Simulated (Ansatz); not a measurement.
BN (F-43m), random displacements

All numbers below come from DFT PBE, scalar-relativistic, plane waves, PAW (Ansatz 0.2.0). The runs took a 420 eV cutoff, a Γ-centred 6×6×6 mesh and Gaussian smearing (0.05 eV). No spin polarisation. Energies are free energies at this smearing, counted from the undisturbed cell; pressure is positive in compression.

The starting cell (relaxed at this level):

```
B N
1.0
     3.62470    0.00000    0.00000
     0.00000   -3.62470    0.00000
     0.00000    0.00000   -3.62470
B N
4 4
Direct
  0.00000 0.00000 0.00000
  0.50000 0.50000 0.00000
  0.50000 0.00000 0.50000
  0.00000 0.50000 0.50000
  0.75000 0.75000 0.75000
  0.25000 0.25000 0.75000
  0.25000 0.75000 0.25000
  0.75000 0.25000 0.25000
```

The atoms are displaced (Å, in the unstrained cell):

| atom | ux | uy | uz |
| --- | --- | --- | --- |
| B1 | -0.100 | -0.144 | -0.149 |
| B2 | -0.308 | 0.012 | -0.191 |
| B3 | -0.030 | -0.021 | 0.222 |
| B4 | 0.362 | 0.072 | -0.193 |
| N5 | -0.007 | -0.100 | 0.105 |
| N6 | -0.190 | 0.197 | -0.041 |
| N7 | 0.114 | 0.045 | 0.146 |
| N8 | 0.158 | -0.062 | 0.101 |

Strain (Voigt, engineering shear): (0.0293, -0.0368, 0.0505, 0.0584, -0.0276, 0.0263).

Q: What are the energy change, the stress and the forces?

A: ΔE = 1459.8 meV/atom; stress (xx, yy, zz, yz, xz, xy; compression positive) (9.77, 86.55, 25.48, 6.04, 30.17, 13.37) GPa.
| atom | Fx (eV/Å) | Fy | Fz |
| --- | --- | --- | --- |
| B1 | 1.59 | 8.61 | 7.50 |
| B2 | 13.47 | 11.54 | 13.57 |
| B3 | 4.64 | 1.61 | -4.12 |
| B4 | -8.48 | -6.60 | 4.70 |
| N5 | -1.02 | 2.43 | -0.91 |
| N6 | 7.59 | -1.16 | -0.71 |
| N7 | -9.01 | -12.27 | -13.19 |
| N8 | -8.77 | -4.17 | -6.84 |

Cost: 1 run of about 0.22 core-minutes, on Arm Neoverse V2 (shared hosts).